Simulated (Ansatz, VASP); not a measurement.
## One calculation of SbPt, two programs

INCAR

```
ALGO = Normal
EDIFF = 1E-6
EDIFFG = -0.005
ENCUT = 600
IBRION = 2
ISIF = 3
ISMEAR = 0
LASPH = True
LCHARG = False
LREAL = False
LWAVE = False
NELM = 100
NSW = 100
PREC = Accurate
SIGMA = 0.1
```

The input KPOINTS:

```
k-points
0
Gamma
  12 12 8
```

POSCAR

```
SbPt
1.0
    4.1299978706      0.0000000000      0.0000000000
   -2.0649989353      3.5766830735      0.0000000000
    0.0000000000      0.0000000000      5.4720000000
Sb Pt
2 2
Direct
    0.3333333333      0.6666666667      0.2500000000
    0.6666666667      0.3333333333      0.7500000000
    0.0000000000      0.0000000000      0.0000000000
    0.0000000000      0.0000000000      0.5000000000
```

Input for Ansatz:

```yaml
crystal:
  lattice:
    - [4.1299978706, 0.0, 0.0]
    - [-2.0649989353, 3.5766830735, 0.0]
    - [0.0, 0.0, 5.472]
  atoms:
    - { symbol: Sb, position: [0.3333333333, 0.6666666667, 0.25] }
    - { symbol: Sb, position: [0.6666666667, 0.3333333333, 0.75] }
    - { symbol: Pt, position: [0.0, 0.0, 0.0] }
    - { symbol: Pt, position: [0.0, 0.0, 0.5] }
basis:
  ecutwfc: 420
kpoints:
  mp_grid: { grid: [12, 12, 8] }
hamiltonian:
  xc: lda
scf:
  occupations: { method: gaussian, width: 0.1 }
output:
  forces: true
  stress: true
  eigenvalues: true
relax:
  adjacent_minimum: "off"
  f_tol: 0.005
  max_steps: 80
  cell: { stress_tol: 0.05 }
```

Alike in both runs: task relaxation of cell and atoms; functional LDA; k mesh 12 × 12 × 8; occupations gaussian, width 0.1 eV; no spin polarisation.

|  | VASP | Ansatz |
| --- | --- | --- |
| version | VASP 6.6.1 | Ansatz 0.2.0 |
| potentials or method | VASP PAW LDA potentials, release 64 (Sb, Pt) | scalar-relativistic, plane waves, PAW |
| plane-wave cutoff (eV) | 600 | 420 |
| valence electrons in the cell | 30 | 66 |

|  | VASP | Ansatz | Ansatz less VASP |
| --- | --- | --- | --- |
| gap on the k mesh at the Fermi level, each at its own relaxed structure (eV) | none | none | - |
| relaxed volume (Å³/atom) | 20.24 | 20.20 | -0.040 |
| relaxed cell length with the largest relative difference (Å) | 5.442 | 5.436 | -0.0068 |

A gap of «none» marks a metal or a gap that the smearing closes. The two sets of potentials don't hold the same shells in valence.

The runs have no spin-orbit coupling, so splittings on Pt, Sb are missing.
